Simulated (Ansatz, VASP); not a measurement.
## Si: VASP beside Ansatz

```
CELL_PARAMETERS angstrom
-2.41788 2.41788 1.35534
2.41788 -2.41788 1.35534
2.41788 2.41788 -1.35534
ATOMIC_POSITIONS crystal
Si 0.50000 0.50000 0.00000
Si 0.25000 0.75000 0.50000
```

Change from the starting cell: volume scaled by 1.06.

Alike in both runs: task single point; functional LDA; k mesh 11 × 11 × 11; occupations fermi-dirac, width 0.05 eV; no spin polarisation.

```csv
,VASP,Ansatz
version,VASP 6.6.1,Ansatz 0.2.0
potentials or method,"VASP PAW LDA potentials, release 64 (Si), cutoff 520 eV","all-electron LAPW, scalar-relativistic"
```

|  | VASP | Ansatz | Ansatz less VASP |
| --- | --- | --- | --- |
| gap on the k mesh at the Fermi level (eV) | none | none | - |
| pressure (GPa) | -6.5 | -6.6 | -0.04 |
| largest component of the traceless stress (GPa) | 0.28 | 0.27 | -0.005 |

A gap of «none» marks a metal or a gap that the smearing closes. Ansatz ran all-electron here, so the differences hold the error of VASP's frozen core and of both bases.
